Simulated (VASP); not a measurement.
Input of a VASP 6.6.1 run:

File INCAR:

```
SYSTEM = TiSi2
ALGO = Normal
EDIFF = 1E-7
EDIFFG = -0.005
ENCUT = 600
GGA = CA
IBRION = 2
ISIF = 3
ISMEAR = 1
KPAR = 2
LASPH = .True.
LCHARG = .False.
LREAL = .False.
LWAVE = .False.
NELM = 80
NSW = 90
PREC = Accurate
SIGMA = 0.1
```

File KPOINTS:

```
k-points
0
Gamma
  10 10 10
  0 0 0
```

File POSCAR:

```
TiSi2                                   
1.0
    0.0000000000      4.0665631691      4.2193680427
    2.3654025196      0.0000000000      4.2193680427
    2.3654025196      4.0665631691      0.0000000000
  Ti              Si            
     2     4
Direct
     0.7500000000000000    0.7500000000000000    0.7500000000000000
     0.5000000000000000    0.5000000000000000    0.5000000000000000
     0.0856116905306293    0.4143883094693708    0.0856116905306293
     0.4143883094693708    0.0856116905306293    0.4143883094693708
     0.1643883094693707    0.8356116905306292    0.1643883094693707
     0.8356116905306292    0.1643883094693707    0.8356116905306292
```

Potentials or basis: VASP PAW LDA potentials, release 64 (Ti_sv, Si).

The run is started by

```console
$ cat potpaw_LDA.64/Ti_sv/POTCAR potpaw_LDA.64/Si/POTCAR > POTCAR
$ mpirun -np 2 vasp_std > vasp.out
```

Q: Estimate the space group after relaxing (to 0.05 Å).

A: Fddd (No. 70).

Q: Estimate the band gap on the k mesh.

A: None (metal or under the smearing width).

Q: Estimate the relaxed cell.

A: a = 5.859 Å, b = 4.836 Å, c = 4.703 Å, α = 75.76°, β = 53.14°, γ = 51.09°.

Q: Predict the relaxed volume.

A: 13.52 Å³/atom.

Final structure:
```cif
data_structure
_symmetry_space_group_name_H-M 'P 1'
_symmetry_Int_Tables_number 1
_cell_length_a 5.8586
_cell_length_b 4.8361
_cell_length_c 4.7035
_cell_angle_alpha 75.764
_cell_angle_beta 53.142
_cell_angle_gamma 51.094
_cell_volume 81.12
loop_
_atom_site_label
_atom_site_type_symbol
_atom_site_fract_x
_atom_site_fract_y
_atom_site_fract_z
_atom_site_occupancy
Ti1 Ti 0.75000 0.75000 0.75000 1
Ti2 Ti 0.50000 0.50000 0.50000 1
Si1 Si 0.08562 0.41438 0.08561 1
Si2 Si 0.41439 0.08561 0.41439 1
Si3 Si 0.16439 0.83561 0.16439 1
Si4 Si 0.83561 0.16439 0.83561 1
```
